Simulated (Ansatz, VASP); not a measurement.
# Two plane-wave programs on C

```
C
1.0
     2.46729    0.00000    0.00000
    -1.23365    2.13674    0.00000
     0.00000    0.00000    7.80307
C
4
Direct
  0.00000 0.00000 0.25000
  0.00000 0.00000 0.75000
  0.33333 0.66667 0.25000
  0.66667 0.33333 0.75000
```

Alike in both runs: task single point; functional PBE; dispersion D3(BJ); k mesh 9 × 9 × 4; occupations gaussian, width 0.1 eV; no spin polarisation.

|  | VASP | Ansatz |
| --- | --- | --- |
| version | VASP 6.6.1 | Ansatz 0.2.0 |
| potentials or method | VASP PAW PBE potentials, release 64 (C) | scalar-relativistic, plane waves, PAW |
| plane-wave cutoff (eV) | 520 | 420 |
| valence electrons in the cell | 16 | 16 |

|  | VASP | Ansatz | Ansatz less VASP |
| --- | --- | --- | --- |
| gap on the k mesh at the Fermi level (eV) | none | none | - |
| pressure (GPa) | -0.7 | -1.1 | -0.39 |
| largest component of the traceless stress (GPa) | 1.34 | 0.89 | -0.450 |

A gap of «none» marks a metal or a gap that the smearing closes.
